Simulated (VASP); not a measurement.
# Li in VASP: further runs

The runs below take Li through single point, with PBE.

Program: VASP 6.6.1. These are calculated values, not measurements. Logs are shortened: lines on timing, memory, paths and dates and some standing lists are left out, and cuts for length are marked.

### Step 1. Starting point

The cell holds a sheet with vacuum, 1 atom: a = 2.893 Å, b = 2.893 Å, c = 23.800 Å, α = 90.00°, β = 90.00°, γ = 90.00°.

The cell was built by a generator and needn't be a form met in nature.

### Step 2. Single point, PBE

Contents of INCAR:

```
PREC = Accurate
ENCUT = 520
EDIFF = 1E-7
ISMEAR = 0
SIGMA = 0.1
LREAL = F
LASPH = T
NELM = 100
ALGO = Normal
ISIF = 2
LWAVE = F
LCHARG = F
LDIPOL = T
IDIPOL = 3
DIPOL = 0.5 0.5 0.294
GGA = PE
NBANDS = 8
```

Contents of KPOINTS:

```
Automatic mesh
0
Gamma
  20 20 1
```

Contents of POSCAR:

```
Li
1.0
    2.8925663624      0.0000000000      0.0000000000
    0.0000000000      2.8925663624      0.0000000000
    0.0000000000      0.0000000000     23.8000000000
Li
1
Direct
    0.0000000000      0.0000000000      0.2941176471
```

Potentials or basis: VASP PAW PBE potentials, release 64 (Li_sv).

Command:

```sh
> cat potpaw_PBE.64/Li_sv/POTCAR > POTCAR
> mpirun -np 1 vasp_std > vasp.out
```

OUTCAR:

```text
PREC = Accurate
   ENCUT = 520
   EDIFF = 1E-7
   ISMEAR = 0
   LREAL = F
   LASPH = T
   NELM = 100
   ISIF = 2
   GGA = PE

 ion  position               nearest neighbor table
   1  0.000  0.000  0.294-

  LATTYP: Found a simple tetragonal cell.
 ALAT       =     2.8925663624
 C/A-ratio  =     8.2279875440

  Lattice vectors:

 A1 = (   2.8925663624,   0.0000000000,   0.0000000000)
 A2 = (   0.0000000000,   2.8925663624,   0.0000000000)
 A3 = (   0.0000000000,   0.0000000000,  23.8000000000)

Analysis of symmetry for initial positions (statically):
=====================================================================
 Subroutine PRICEL returns:
 Original cell was already a primitive cell.

 Routine SETGRP: Setting up the symmetry group for a
 simple tetragonal supercell.

 Subroutine GETGRP returns: Found 16 space group operations
 (whereof  8 operations were pure point group operations)
 out of a pool of 16 trial point group operations.

The static configuration has the point symmetry C_4v.
 The point group associated with its full space group is D_4h.

Analysis of symmetry for dynamics (positions and initial velocities):
=====================================================================
 Subroutine PRICEL returns:
 Original cell was already a primitive cell.

 Routine SETGRP: Setting up the symmetry group for a
 simple tetragonal supercell.

 Subroutine GETGRP returns: Found 16 space group operations
 (whereof  8 operations were pure point group operations)
 out of a pool of 16 trial point group operations.

The dynamic configuration has the point symmetry C_4v.
 The point group associated with its full space group is D_4h.

 Subroutine INISYM returns: Found 16 space group operations
 (whereof  8 operations are pure point group operations),
 and found     1 'primitive' translations

----------------------------------------------------------------------------------------

                                     Primitive cell

  volume of cell :     199.1332

  direct lattice vectors                    reciprocal lattice vectors
     2.892566362  0.000000000  0.000000000     0.345713762  0.000000000  0.000000000
     0.000000000  2.892566362  0.000000000     0.000000000  0.345713762  0.000000000
     0.000000000  0.000000000 23.800000000     0.000000000  0.000000000  0.042016807

  length of vectors
     2.892566362  2.892566362 23.800000000     0.345713762  0.345713762  0.042016807

  position of ions in fractional coordinates (direct lattice)
     0.000000000  0.000000000  0.294117647

  ion indices of the primitive-cell ions
   primitive index   ion index
                 1           1

----------------------------------------------------------------------------------------

 KPOINTS: Automatic mesh

Automatic generation of k-mesh.
 Grid dimensions read from file:
 generate k-points for:   20   20    1

 Generating k-lattice:

  Cartesian coordinates                     Fractional coordinates (reciprocal lattice)
     0.017285688  0.000000000  0.000000000     0.050000000  0.000000000  0.000000000
     0.000000000  0.017285688  0.000000000     0.000000000  0.050000000  0.000000000
     0.000000000  0.000000000  0.042016807     0.000000000  0.000000000  1.000000000

  Length of vectors
     0.017285688  0.017285688  0.042016807

  Shift w.r.t. Gamma in fractional coordinates (k-lattice)
     0.000000000  0.000000000  0.000000000

 Subroutine IBZKPT returns following result:
 ===========================================

 Found     66 irreducible k-points:

 Following reciprocal coordinates:
            Coordinates               Weight
  0.000000  0.000000  0.000000      1.000000
  0.050000  0.000000  0.000000      4.000000
  0.100000  0.000000  0.000000      4.000000
  0.150000  0.000000  0.000000      4.000000
  0.200000  0.000000  0.000000      4.000000
  0.250000  0.000000  0.000000      4.000000
[... 16 lines left out ...]
  0.150000  0.100000  0.000000      8.000000
  0.200000  0.100000  0.000000      8.000000
 [... further k-points ...]
   k-points           NKPTS =     66   k-points in BZ     NKDIM =     66   number of bands    NBANDS=      8
   number of dos      NEDOS =    301   number of ions     NIONS =      1
   total plane-waves  NPLWV = 103680
   dimension x,y,z NGX =    24 NGY =   24 NGZ =  180
   dimension x,y,z NGXF=    48 NGYF=   48 NGZF=  360
   ions per type =               1
   NGX,Y,Z   is equivalent  to a cutoff of  13.79, 13.79, 12.57 a.u.
   NGXF,Y,Z  is equivalent  to a cutoff of  27.59, 27.59, 25.15 a.u.
 SYSTEM =  unknown system
   PREC   = accura    normal or accurate (medium, high low for compatibility)
   ISTART =      0    job   : 0-new  1-cont  2-samecut
   ICHARG =      2    charge: 1-file 2-atom 10-const
   ISPIN  =      1    spin polarized calculation?
   LNONCOLLINEAR =      F non collinear calculations
   LSORBIT =      F    spin-orbit coupling
   LASPH  =      T    aspherical Exc in radial PAW
   ENCUT  =  520.0 eV  38.22 Ry    6.18 a.u.   5.38  5.38 44.25*2*pi/ulx,y,z
   NELM   =    100;   NELMIN=  2; NELMDL= -5     # of ELM steps
   EDIFF  = 0.1E-06   stopping-criterion for ELM
   LREAL  =      F    real-space projection
   EDIFFG = 0.1E-05   stopping-criterion for IOM
   NSW    =      0    number of steps for IOM
   IBRION =     -1    ionic relax: 0-MD 1-quasi-New 2-CG
   NFREE  =      0    steps in history (QN), initial steepest desc. (CG)
   ISIF   =      2    stress and relaxation
   ISYM   =      2    0-nonsym 1-usesym 2-fastsym
   POTIM  = 0.5000    time-step for ionic-motion
   TEBEG  =    0.0;   TEEND  =   0.0 temperature during run
   PSTRESS=    0.0 pullay stress
   NELECT =       3.0000    total number of electrons
   NUPDOWN=      -1.0000    fix difference up-down
   EMIN   =  10.00;   EMAX   =-10.00  energy-range for DOS
   EFERMI =   0.00;   METHOD = LEGACY
   ISMEAR =     0;   SIGMA  =   0.10  broadening in eV -4-tet -1-fermi 0-gaus
   EFERMI_NEDOS =   21; number of points for ismear=-14 and -15
   IALGO  =     38    algorithm
   IMIX   =      4    mixing-type and parameters
     AMIX     =   0.40;   BMIX     =  1.00
     AMIX_MAG =   1.60;   BMIX_MAG =  1.00
  volume/ion in A,a.u.               =     199.13      1343.82
  Fermi-wavevector in a.u.,A,eV,Ry     =   0.404328  0.764070  2.224298  0.163481
  Thomas-Fermi vector in A             =   1.355879
   LORBIT       =      0    0 simple, 1 ext, 2 COOP (PROOUT), +10 PAW based schemes
   GGA     = PE    functional components
   LHFCALC =     F    Hartree Fock is set to
   AEXX    =    0.0000 exact exchange contribution
   IVDW    =     0    specifies the selected vdW correction
   LEPSILON=     F    determine dielectric tensor
   LRPA    =     F    only Hartree local field effects (RPA)
 non-spin polarized calculation
 Gauss-broadening in eV      SIGMA  =   0.10
  energy-cutoff  :      520.00
  volume of cell :      199.13
 maximum number of plane-waves:      5411
 NGX is ok and might be reduce to    24
   NGX = 11   NGY = 11   NGZ = 89

 dipolmoment           0.000000      0.000000     -0.000003 electrons x Angstroem

 number of electron       2.9999987 magnetization

 dipolmoment           0.000000      0.000000      0.000000 electrons x Angstroem

 Free energy of the ion-electron system (eV)
  ---------------------------------------------------
  ext. energy  EPLUGINS =         0.00000000
  ---------------------------------------------------
  free energy    TOTEN  =        -1.34353870 eV

  energy without entropy =       -1.34010102  energy(sigma->0) =       -1.34181986

 E-fermi :  -2.8292     XC(G=0):  -1.3868

 val. band max:       -2.8812854252   @ k =   0.4000   0.0500   0.0000
 cond. band min:      -2.8152659887   @ k =   0.3000   0.2500   0.0000
 fundamental gap:      0.0660194365
 Fermi energy:        -2.8292264586

 k-point     1 :       0.0000    0.0000    0.0000
  band No.  band energies     occupation
      1     -50.1966      2.00000
      2      -4.8760      2.00000
      3      -2.4273      0.00000
      4       0.1023      0.00000
      5       0.5652      0.00000
      6       0.6975      0.00000
      7       1.5716      0.00000
      8       1.8212      0.00000

 k-point     2 :       0.0500    0.0000    0.0000
  band No.  band energies     occupation
      1     -50.1963      2.00000
      2      -4.8423      2.00000
      3      -2.3829      0.00000
      4       0.1451      0.00000
      5       0.6100      0.00000
      6       0.7418      0.00000
      7       1.6163      0.00000
      8       1.8640      0.00000

 k-point     3 :       0.1000    0.0000    0.0000
  band No.  band energies     occupation
      1     -50.1955      2.00000
      2      -4.7414      2.00000
      3      -2.2499      0.00000
      4       0.2733      0.00000
      5       0.7444      0.00000
      6       0.8745      0.00000
      7       1.7506      0.00000
      8       1.9919      0.00000

 k-point     4 :       0.1500    0.0000    0.0000
  band No.  band energies     occupation
      1     -50.1943      2.00000
      2      -4.5742      2.00000
      3      -2.0285      0.00000
      4       0.4857      0.00000
      5       0.9684      0.00000
      6       1.0952      0.00000
      7       1.9741      0.00000
      8       2.2026      0.00000

 k-point     5 :       0.2000    0.0000    0.0000
  band No.  band energies     occupation
      1     -50.1928      2.00000
      2      -4.3430      2.00000
      3      -1.7190      0.00000
      4       0.7789      0.00000
      5       1.2817      0.00000
      6       1.4029      0.00000
      7       2.2869      0.00000
      8       2.4875      0.00000

 k-point     6 :       0.2500    0.0000    0.0000
  band No.  band energies     occupation
      1     -50.1911      2.00000
      2      -4.0512      2.00000
      3      -1.3220      0.00000
      4       1.1414      0.00000
      5       1.6842      0.00000
      6       1.7928      0.00000
      7       2.6881      0.00000
      8       2.7878      0.00000

 k-point     7 :       0.3000    0.0000    0.0000
  band No.  band energies     occupation
      1     -50.1893      2.00000
      2      -3.7055      2.00000
      3      -0.8391      0.00000
      4       1.5036      0.00000
      5       2.1749      0.00000
      6       2.2187      0.00000
      7       2.6700      0.00000
      8       3.1761      0.00000
[... 133 lines left out ...]
 k-point    20 :       0.4500    0.0500    0.0000
  band No.  band energies     occupation
      1     -50.1855      2.00000
      2      -2.5371      0.00004
      3       0.3107      0.00000
      4       1.0910      0.00000
      5       3.1448      0.00000
      6       3.7506      0.00000
      7       4.2782      0.00000
      8       4.3687      0.00000

 k-point    21 :       0.5000    0.0500    0.0000
  band No.  band energies     occupation
      1     -50.1853      2.00000
      2      -2.3878      0.00000
      3       0.1031      0.00000
      4       1.5357      0.00000
      5       2.6368      0.00000
      6       4.4326      0.00000
      7       4.7024      0.00000
      8       5.0319      0.00000

 k-point    22 :       0.1000    0.1000    0.0000
  band No.  band energies     occupation
      1     -50.1945      2.00000
      2      -4.6056      2.00000
      3      -2.0726      0.00000
      4       0.4449      0.00000
      5       0.9236      0.00000
      6       1.0517      0.00000
      7       1.9295      0.00000
      8       2.1638      0.00000

 k-point    23 :       0.1500    0.1000    0.0000
  band No.  band energies     occupation
      1     -50.1933      2.00000
      2      -4.4372      2.00000
      3      -1.8512      0.00000
      4       0.6582      0.00000
      5       1.1476      0.00000
      6       1.2729      0.00000
      7       2.1531      0.00000
      8       2.3763      0.00000

 k-point    24 :       0.2000    0.1000    0.0000
  band No.  band energies     occupation
      1     -50.1917      2.00000
      2      -4.2040      2.00000
      3      -1.5418      0.00000
      4       0.9529      0.00000
      5       1.4609      0.00000
      6       1.5813      0.00000
      7       2.4658      0.00000
      8       2.6642      0.00000

 [... further k-points ...]

------------------------ aborting loop because EDIFF is reached ----------------------------------------

 vacuum level on the upper side and lower side of the slab       (xc-potential included)        -0.008        -0.008

  FORCE on cell =-STRESS in cart. coord.  units (eV):
  Direction    XX          YY          ZZ          XY          YZ          ZX
  --------------------------------------------------------------------------------------
  -------------------------------------------------------------------------------------
  Total       -0.0092731     -0.0092731     -0.0159127      0.0000000     -0.0000000      0.0000000
  in kB       -0.0746093     -0.0746093     -0.1280298      0.0000000     -0.0000000      0.0000000
  external PRESSURE =      -0.0924162 kB  Pullay stress =       0.0000000 kB

 VOLUME and BASIS-vectors are now :
 -----------------------------------------------------------------------------
  energy-cutoff  :      520.00
  volume of cell :      199.13
      direct lattice vectors                 reciprocal lattice vectors
     2.892566362  0.000000000  0.000000000     0.345713762  0.000000000  0.000000000
     0.000000000  2.892566362  0.000000000     0.000000000  0.345713762  0.000000000
     0.000000000  0.000000000 23.800000000     0.000000000  0.000000000  0.042016807

 POSITION                                       TOTAL-FORCE (eV/Angst)
 -----------------------------------------------------------------------------------
      0.00000      0.00000      7.00000         0.000000      0.000000      0.000000
 -----------------------------------------------------------------------------------
    total drift:                                0.000000     -0.000000      0.000009

  FREE ENERGIE OF THE ION-ELECTRON SYSTEM (eV)
  ---------------------------------------------------
  free  energy   TOTEN  =        -1.3435386980 eV

  energy  without entropy=       -1.3401010231  energy(sigma->0) =       -1.34181986

 vacuum level on the upper side and lower side of the slab         0.496         0.496
```

It took 2 min on 1 thread of Intel Xeon Platinum 8259CL at 2.50GHz (Skylake/Cascade Lake), shared host; peak memory 0.35 GiB.

Results:

| Quantity | Value |
| --- | --- |
| Free energy | -1.3435 eV |
| Band gap on the k mesh | none (metal or under the smearing width) |

Caveat: the cutoff is under 1.25 times the usual one of these potentials, so pressure, stress and relaxed cells hold a basis-set (Pulay) error.

(Continued in part 2 of 3.)
